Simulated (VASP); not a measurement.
# CdTe (F-43m) in VASP: a series of runs

One crystal, CdTe, is run at these levels: PBE, LDA, PBEsol; tasks: single point, relaxation of cell and atoms.

Program: VASP 6.6.1. These are calculated values, not measurements. Logs are shortened: lines on timing, memory, paths and dates and some standing lists are left out, and cuts for length are marked.

**The experiment to reproduce.**

From a printed reference work, data compilation, for a bulk crystal of CdTe at 0 K: band gap 1.607 eV.

The results are compared with them further down.

## (1) Starting point

Symmetry: F-43m, No. 216, cubic system. The conventional cell has a = 6.410 Å, b = 6.410 Å, c = 6.410 Å, α = 90.00°, β = 90.00°, γ = 90.00°. Te (site symmetry -43m) has 4 Cd at 2.78 Å as nearest neighbours. Cd (site symmetry -43m) has 4 Te at 2.78 Å as nearest neighbours.

## (2) Single point, PBE

The input, INCAR:

```
SYSTEM = CdTe
PREC = Accurate
ENCUT = 520
EDIFF = 1E-7
ISMEAR = 0
SIGMA = 0.011
LREAL = .FALSE.
LASPH = .TRUE.
NELM = 60
ALGO = Fast
ISIF = 2
LWAVE = .FALSE.
LCHARG = .FALSE.
GGA = PE
```

The input, KPOINTS:

```
Automatic mesh
0
G
  7 7 7
  0 0 0
```

The input, POSCAR:

```
CdTe
1.0
    0.0000000000      3.2050000000      3.2050000000
    3.2050000000      0.0000000000      3.2050000000
    3.2050000000      3.2050000000      0.0000000000
Te Cd
1 1
Direct
    0.7500000000      0.7500000000      0.7500000000
    0.0000000000      0.0000000000      0.0000000000
```

Potentials or basis: VASP PAW PBE potentials, release 64 (Te, Cd).

Run with:

```console
$ cat potpaw_PBE.64/Te/POTCAR potpaw_PBE.64/Cd/POTCAR > POTCAR
$ mpirun -np 1 vasp_std > vasp.out
```

OUTCAR:

```text
SYSTEM = CdTe
   PREC = Accurate
   ENCUT = 520
   EDIFF = 1E-7
   ISMEAR = 0
   LREAL = .FALSE.
   LASPH = .TRUE.
   NELM = 60
   ISIF = 2
   GGA = PE

 ion  position               nearest neighbor table
   1  0.750  0.750  0.750-   2 2.78   2 2.78   2 2.78   2 2.78
   2  0.000  0.000  0.000-   1 2.78   1 2.78   1 2.78   1 2.78

  LATTYP: Found a face centered cubic cell.
 ALAT       =     6.4100000000

  Lattice vectors:

 A1 = (   0.0000000000,   3.2050000000,   3.2050000000)
 A2 = (   3.2050000000,   0.0000000000,   3.2050000000)
 A3 = (   3.2050000000,   3.2050000000,   0.0000000000)

Analysis of symmetry for initial positions (statically):
=====================================================================
 Subroutine PRICEL returns:
 Original cell was already a primitive cell.

 Routine SETGRP: Setting up the symmetry group for a
 face centered cubic supercell.

 Subroutine GETGRP returns: Found 24 space group operations
 (whereof 24 operations were pure point group operations)
 out of a pool of 48 trial point group operations.

The static configuration has the point symmetry T_d .

Analysis of symmetry for dynamics (positions and initial velocities):
=====================================================================
 Subroutine PRICEL returns:
 Original cell was already a primitive cell.

 Routine SETGRP: Setting up the symmetry group for a
 face centered cubic supercell.

 Subroutine GETGRP returns: Found 24 space group operations
 (whereof 24 operations were pure point group operations)
 out of a pool of 48 trial point group operations.

The dynamic configuration has the point symmetry T_d .

 Subroutine INISYM returns: Found 24 space group operations
 (whereof 24 operations are pure point group operations),
 and found     1 'primitive' translations

----------------------------------------------------------------------------------------

                                     Primitive cell

  volume of cell :      65.8437

  direct lattice vectors                    reciprocal lattice vectors
     0.000000000  3.205000000  3.205000000    -0.156006240  0.156006240  0.156006240
     3.205000000  0.000000000  3.205000000     0.156006240 -0.156006240  0.156006240
     3.205000000  3.205000000  0.000000000     0.156006240  0.156006240 -0.156006240

  length of vectors
     4.532554467  4.532554467  4.532554467     0.270210734  0.270210734  0.270210734

  position of ions in fractional coordinates (direct lattice)
     0.750000000  0.750000000  0.750000000
     0.000000000  0.000000000  0.000000000

  ion indices of the primitive-cell ions
   primitive index   ion index
                 1           1
                 2           2

----------------------------------------------------------------------------------------

 KPOINTS: Automatic mesh

Automatic generation of k-mesh.
 Grid dimensions read from file:
 generate k-points for:    7    7    7

 Generating k-lattice:

  Cartesian coordinates                     Fractional coordinates (reciprocal lattice)
    -0.022286606  0.022286606  0.022286606     0.142857143  0.000000000  0.000000000
     0.022286606 -0.022286606  0.022286606     0.000000000  0.142857143  0.000000000
     0.022286606  0.022286606 -0.022286606     0.000000000  0.000000000  0.142857143

  Length of vectors
     0.038601533  0.038601533  0.038601533

  Shift w.r.t. Gamma in fractional coordinates (k-lattice)
     0.000000000  0.000000000  0.000000000

 Subroutine IBZKPT returns following result:
 ===========================================

 Found     20 irreducible k-points:

 Following reciprocal coordinates:
            Coordinates               Weight
  0.000000  0.000000  0.000000      1.000000
  0.142857  0.000000  0.000000      8.000000
  0.285714  0.000000  0.000000      8.000000
  0.428571  0.000000  0.000000      8.000000
  0.142857  0.142857  0.000000      6.000000
  0.285714  0.142857  0.000000     24.000000
[... 12 lines left out ...]
 -0.428571  0.428571  0.142857     24.000000
 -0.285714  0.428571  0.142857     24.000000
   k-points           NKPTS =     20   k-points in BZ     NKDIM =     20   number of bands    NBANDS=     13
   number of dos      NEDOS =    301   number of ions     NIONS =      2
   total plane-waves  NPLWV =  46656
   dimension x,y,z NGX =    36 NGY =   36 NGZ =   36
   dimension x,y,z NGXF=    72 NGYF=   72 NGZF=   72
   ions per type =               1   1
   NGX,Y,Z   is equivalent  to a cutoff of  13.20, 13.20, 13.20 a.u.
   NGXF,Y,Z  is equivalent  to a cutoff of  26.41, 26.41, 26.41 a.u.
 SYSTEM =  CdTe
   PREC   = accura    normal or accurate (medium, high low for compatibility)
   ISTART =      0    job   : 0-new  1-cont  2-samecut
   ICHARG =      2    charge: 1-file 2-atom 10-const
   ISPIN  =      1    spin polarized calculation?
   LNONCOLLINEAR =      F non collinear calculations
   LSORBIT =      F    spin-orbit coupling
   LASPH  =      T    aspherical Exc in radial PAW
   ENCUT  =  520.0 eV  38.22 Ry    6.18 a.u.   8.43  8.43  8.43*2*pi/ulx,y,z
   NELM   =     60;   NELMIN=  2; NELMDL= -5     # of ELM steps
   EDIFF  = 0.1E-06   stopping-criterion for ELM
   LREAL  =      F    real-space projection
   EDIFFG = 0.1E-05   stopping-criterion for IOM
   NSW    =      0    number of steps for IOM
   IBRION =     -1    ionic relax: 0-MD 1-quasi-New 2-CG
   NFREE  =      0    steps in history (QN), initial steepest desc. (CG)
   ISIF   =      2    stress and relaxation
   ISYM   =      2    0-nonsym 1-usesym 2-fastsym
   POTIM  = 0.5000    time-step for ionic-motion
   TEBEG  =    0.0;   TEEND  =   0.0 temperature during run
   PSTRESS=    0.0 pullay stress
   NELECT =      18.0000    total number of electrons
   NUPDOWN=      -1.0000    fix difference up-down
   EMIN   =  10.00;   EMAX   =-10.00  energy-range for DOS
   EFERMI =   0.00;   METHOD = LEGACY
   ISMEAR =     0;   SIGMA  =   0.01  broadening in eV -4-tet -1-fermi 0-gaus
   EFERMI_NEDOS =   21; number of points for ismear=-14 and -15
   IALGO  =     68    algorithm
   IMIX   =      4    mixing-type and parameters
     AMIX     =   0.40;   BMIX     =  1.00
     AMIX_MAG =   1.60;   BMIX_MAG =  1.00
  volume/ion in A,a.u.               =      32.92       222.17
  Fermi-wavevector in a.u.,A,eV,Ry     =   1.062497  2.007828 15.359610  1.128899
  Thomas-Fermi vector in A             =   2.197950
   LORBIT       =      0    0 simple, 1 ext, 2 COOP (PROOUT), +10 PAW based schemes
   GGA     = PE    functional components
   LHFCALC =     F    Hartree Fock is set to
   AEXX    =    0.0000 exact exchange contribution
   IVDW    =     0    specifies the selected vdW correction
   LEPSILON=     F    determine dielectric tensor
   LRPA    =     F    only Hartree local field effects (RPA)
 non-spin polarized calculation
 RMM-DIIS sequential band-by-band and
 Gauss-broadening in eV      SIGMA  =   0.01
  energy-cutoff  :      520.00
  volume of cell :       65.84
 maximum number of plane-waves:      1807
 NGX is ok and might be reduce to    36
   NGX = 17   NGY = 17   NGZ = 17

 number of electron      17.9999995 magnetization

 Free energy of the ion-electron system (eV)
  ---------------------------------------------------
  ext. energy  EPLUGINS =         0.00000000
  ---------------------------------------------------
  free energy    TOTEN  =        -4.72525176 eV

  energy without entropy =       -4.72525176  energy(sigma->0) =       -4.72525176

 E-fermi :   2.7301     XC(G=0):  -8.7315

 val. band max:        2.6555356636   @ k =   0.0000   0.0000   0.0000
 cond. band min:       3.5285452514   @ k =   0.0000   0.0000   0.0000
 fundamental gap:      0.8730095877
 Fermi energy:         2.7301262511

 k-point     1 :       0.0000    0.0000    0.0000
  band No.  band energies     occupation
      1      -8.7129      2.00000
      2      -5.7524      2.00000
      3      -5.7524      2.00000
      4      -5.7524      2.00000
      5      -5.4666      2.00000
      6      -5.4666      2.00000
      7       2.6555      2.00000
      8       2.6555      2.00000
      9       2.6555      2.00000
     10       3.5285      0.00000
     11       7.2318      0.00000
     12       7.2318      0.00000
     13       7.2318      0.00000

 k-point     2 :       0.1429    0.0000    0.0000
  band No.  band energies     occupation
      1      -8.6320      2.00000
      2      -5.7368      2.00000
      3      -5.7368      2.00000
      4      -5.6901      2.00000
      5      -5.4678      2.00000
      6      -5.4678      2.00000
      7       1.1793      2.00000
      8       2.4682      2.00000
      9       2.4682      2.00000
     10       4.4953      0.00000
     11       7.2926      0.00000
     12       7.5095      0.00000
     13       7.5095      0.00000

 k-point     3 :       0.2857    0.0000    0.0000
  band No.  band energies     occupation
      1      -8.4496      2.00000
      2      -5.7055      2.00000
      3      -5.7055      2.00000
      4      -5.4734      2.00000
      5      -5.4660      2.00000
      6      -5.4660      2.00000
      7      -0.5688      2.00000
      8       2.1096      2.00000
      9       2.1096      2.00000
     10       4.6771      0.00000
     11       7.8496      0.00000
     12       7.8496      0.00000
     13       8.4838      0.00000

 k-point     4 :       0.4286    0.0000    0.0000
  band No.  band energies     occupation
      1      -8.3056      2.00000
      2      -5.6855      2.00000
      3      -5.6855      2.00000
      4      -5.4584      2.00000
      5      -5.4584      2.00000
      6      -5.1544      2.00000
      7      -1.7782      2.00000
      8       1.8636      2.00000
      9       1.8636      2.00000
     10       4.5309      0.00000
     11       7.8427      0.00000
     12       7.8427      0.00000
     13       9.6833      0.00000

 k-point     5 :       0.1429    0.1429    0.0000
  band No.  band energies     occupation
      1      -8.6052      2.00000
      2      -5.7216      2.00000
      3      -5.7216      2.00000
      4      -5.6909      2.00000
      5      -5.4750      2.00000
      6      -5.4603      2.00000
      7       1.1757      2.00000
      8       2.1503      2.00000
      9       2.1503      2.00000
     10       5.0160      0.00000
     11       6.4873      0.00000
     12       7.9933      0.00000
     13       7.9933      0.00000
[... 193 lines left out ...]
 k-point    18 :      -0.4286    0.2857    0.1429
  band No.  band energies     occupation
      1      -8.2211      2.00000
      2      -5.6497      2.00000
      3      -5.6365      2.00000
      4      -5.4950      2.00000
      5      -5.4591      2.00000
      6      -5.0094      2.00000
      7      -1.5971      2.00000
      8       0.3406      2.00000
      9       1.2185      2.00000
     10       6.1841      0.00000
     11       7.2214      0.00000
     12       8.3144      0.00000
     13       9.9305      0.00000

 k-point    19 :      -0.4286    0.4286    0.1429
  band No.  band energies     occupation
      1      -8.1770      2.00000
      2      -5.6130      2.00000
      3      -5.6095      2.00000
      4      -5.5290      2.00000
      5      -5.4478      2.00000
      6      -4.9434      2.00000
      7      -1.6305      2.00000
      8       0.3637      2.00000
      9       0.6464      2.00000
     10       6.1341      0.00000
     11       6.2579      0.00000
     12       9.0663      0.00000
     13      10.7399      0.00000

 k-point    20 :      -0.2857    0.4286    0.1429
  band No.  band energies     occupation
      1      -8.1668      2.00000
      2      -5.6272      2.00000
      3      -5.6110      2.00000
      4      -5.5016      2.00000
      5      -5.4636      2.00000
      6      -4.8688      2.00000
      7      -1.6806      2.00000
      8      -0.0075      2.00000
      9       0.7216      2.00000
     10       6.3715      0.00000
     11       7.5128      0.00000
     12       8.6094      0.00000
     13       9.3878      0.00000

------------------------ aborting loop because EDIFF is reached ----------------------------------------

  FORCE on cell =-STRESS in cart. coord.  units (eV):
  Direction    XX          YY          ZZ          XY          YZ          ZX
  --------------------------------------------------------------------------------------
  -------------------------------------------------------------------------------------
  Total        1.8082578      1.8082578      1.8082578      0.0000000      0.0000000      0.0000000
  in kB       44.0004218     44.0004218     44.0004218      0.0000000      0.0000000      0.0000000
  external PRESSURE =      44.0004218 kB  Pullay stress =       0.0000000 kB

 VOLUME and BASIS-vectors are now :
 -----------------------------------------------------------------------------
  energy-cutoff  :      520.00
  volume of cell :       65.84
      direct lattice vectors                 reciprocal lattice vectors
     0.000000000  3.205000000  3.205000000    -0.156006240  0.156006240  0.156006240
     3.205000000  0.000000000  3.205000000     0.156006240 -0.156006240  0.156006240
     3.205000000  3.205000000  0.000000000     0.156006240  0.156006240 -0.156006240

 POSITION                                       TOTAL-FORCE (eV/Angst)
 -----------------------------------------------------------------------------------
      4.80750      4.80750      4.80750        -0.000000     -0.000000     -0.000000
      0.00000      0.00000      0.00000         0.000000      0.000000      0.000000
 -----------------------------------------------------------------------------------
    total drift:                                0.000000      0.000000      0.000000

  FREE ENERGIE OF THE ION-ELECTRON SYSTEM (eV)
  ---------------------------------------------------
  free  energy   TOTEN  =        -4.7252517609 eV

  energy  without entropy=       -4.7252517609  energy(sigma->0) =       -4.72525176
```

It took 30 s on 1 thread of Intel Xeon Platinum 8488C (Sapphire Rapids), shared host; peak memory 0.2 GiB.

Results:

```
Free energy            : -4.7253 eV
Pressure               : 4.4 GPa
Band gap on the k mesh : 0.87 eV, direct
```

Caveat: spin-orbit coupling is left out, which moves the levels of the heavy elements.

## (3) Relaxation of cell and atoms, PBE

The input, INCAR:

```
ALGO = Normal
EDIFF = 1E-7
EDIFFG = -0.02
ENCUT = 600
GGA = PE
IBRION = 2
ISIF = 3
ISMEAR = -1
LASPH = T
LCHARG = F
LREAL = F
LWAVE = F
NELM = 100
NSW = 40
PREC = Accurate
SIGMA = 0.05
```

The input, KPOINTS:

```
k-points
0
Gamma
  7 7 7
```

POSCAR is that of step 2.

Potentials or basis: VASP PAW PBE potentials, release 64 (Te, Cd).

Run with:

```console
$ cat potpaw_PBE.64/Te/POTCAR potpaw_PBE.64/Cd/POTCAR > POTCAR
$ mpirun -np 1 vasp_std > vasp.out
```

OUTCAR:

```text
EDIFF = 1E-7
   EDIFFG = -0.02
   ENCUT = 600
   GGA = PE
   IBRION = 2
   ISIF = 3
   ISMEAR = -1
   LASPH = T
   LREAL = F
   NELM = 100
   NSW = 40
   PREC = Accurate

 ion  position               nearest neighbor table
   1  0.750  0.750  0.750-   2 2.78   2 2.78   2 2.78   2 2.78
   2  0.000  0.000  0.000-   1 2.78   1 2.78   1 2.78   1 2.78

  LATTYP: Found a face centered cubic cell.
 ALAT       =     6.4100000000

  Lattice vectors:

 A1 = (   0.0000000000,   3.2050000000,   3.2050000000)
 A2 = (   3.2050000000,   0.0000000000,   3.2050000000)
 A3 = (   3.2050000000,   3.2050000000,   0.0000000000)

Analysis of symmetry for initial positions (statically):
=====================================================================
 Subroutine PRICEL returns:
 Original cell was already a primitive cell.

 Routine SETGRP: Setting up the symmetry group for a
 face centered cubic supercell.
[... 173 lines left out ...]
  external PRESSURE =      43.5578155 kB  Pullay stress =       0.0000000 kB
[... 59 lines left out ...]
--------------------------------------- Ionic step        3  -------------------------------------------

 number of electron      18.0000006 magnetization

 Free energy of the ion-electron system (eV)
  ---------------------------------------------------
  ext. energy  EPLUGINS =         0.00000000
  ---------------------------------------------------
  free energy    TOTEN  =        -4.80906699 eV

  energy without entropy =       -4.80904120  energy(sigma->0) =       -4.80905409

 E-fermi :   2.1048     XC(G=0):  -8.2997

 val. band max:        1.7822794568   @ k =   0.0000   0.0000   0.0000
 cond. band min:       2.3587411794   @ k =   0.0000   0.0000   0.0000
 fundamental gap:      0.5764617226
 Fermi energy:         2.1047598322

 k-point     1 :       0.0000    0.0000    0.0000
  band No.  band energies     occupation
      1      -9.0415      2.00000
      2      -6.3038      2.00000
      3      -6.3038      2.00000
      4      -6.3038      2.00000
      5      -6.0885      2.00000
      6      -6.0885      2.00000
      7       1.7823      1.99684
      8       1.7823      1.99684
      9       1.7823      1.99684
     10       2.3587      0.01237
     11       6.4214      0.00000
     12       6.4214      0.00000
     13       6.4214      0.00000
[... 331 lines left out ...]
  FREE ENERGIE OF THE ION-ELECTRON SYSTEM (eV)
  ---------------------------------------------------
  free  energy   TOTEN  =        -4.8090669859 eV

  energy  without entropy=       -4.8090411966  energy(sigma->0) =       -4.80905409

 reached required accuracy - stopping structural energy minimisation
```

OSZICAR:

```text
N       E                     dE             d eps       ncg     rms          rms(c)
DAV:   1     0.113432816790E+03    0.11343E+03   -0.91509E+03   520   0.135E+03
DAV:   2    -0.358398129679E+00   -0.11379E+03   -0.10907E+03   580   0.293E+02
DAV:   3    -0.491117269832E+01   -0.45528E+01   -0.45422E+01   635   0.612E+01
[... 32 lines left out ...]
DAV:   5    -0.480904985152E+01    0.62560E-04   -0.32379E-04   563   0.230E-01    0.976E-02
DAV:   6    -0.480906909091E+01   -0.19239E-04   -0.10719E-04   545   0.110E-01    0.313E-02
DAV:   7    -0.480906564133E+01    0.34496E-05   -0.59669E-06   595   0.279E-02    0.777E-03
DAV:   8    -0.480906692949E+01   -0.12882E-05   -0.22008E-06   565   0.106E-02    0.191E-03
DAV:   9    -0.480906698593E+01   -0.56446E-07   -0.76497E-08   440   0.342E-03
   3 F= -.48090670E+01 E0= -.48090541E+01  d E =-.840822E-01
```

Run time: 36 s. Hardware: 1 thread of Intel Xeon Platinum 8488C (Sapphire Rapids), shared host; peak memory 0.22 GiB.

Results:

| Property | Result |
| --- | --- |
| Free energy | -4.8091 eV |
| Relaxed volume | 36.31 Å³/atom |
| Relaxed cell | a = 4.683 Å, b = 4.683 Å, c = 4.683 Å, α = 60.00°, β = 60.00°, γ = 60.00° |
| Space group after relaxing (to 0.05 Å) | F-43m (No. 216) |
| Energy gained by relaxing | 42.0 meV/atom |
| Ionic steps | 3 |
| Pressure after relaxing | 0.0 GPa |
| Band gap on the k mesh | 0.58 eV, direct |

Step by step:
| step | energy change (eV) | largest force (eV/Å) | pressure (GPa) | volume (Å³) |
| --- | --- | --- | --- | --- |
| 1 | 0.0000 | 0.0000 | 4.36 | 65.84 |
| 2 | -0.0778 | 0.0000 | -0.93 | 74.75 |
| 3 | -0.0841 | 0.0000 | 0.02 | 72.61 |

Final structure:
```yaml
crystal:
  lattice:
    - [0.00000, 3.31124, 3.31124]
    - [3.31124, 0.00000, 3.31124]
    - [3.31124, 3.31124, 0.00000]
  atoms:
    - { symbol: Te, position: [0.75000, 0.75000, 0.75000] }
    - { symbol: Cd, position: [0.00000, 0.00000, 0.00000] }
```

Levels at points of the mesh, in eV from the valence-band top:
```tsv
k point	band 5	band 6	band 7	band 8	band 9	band 10	band 11	band 12	band 13
(0.00, 0.00, 0.00)	-7.87	-7.87	0.00	0.00	0.00	0.58	4.64	4.64	4.64
```

Caveat: spin-orbit coupling is left out, which moves the levels of the heavy elements; the volume moved by +10 % from the deposited cell, more than functionals usually miss.

(Continued in part 2 of 2.)
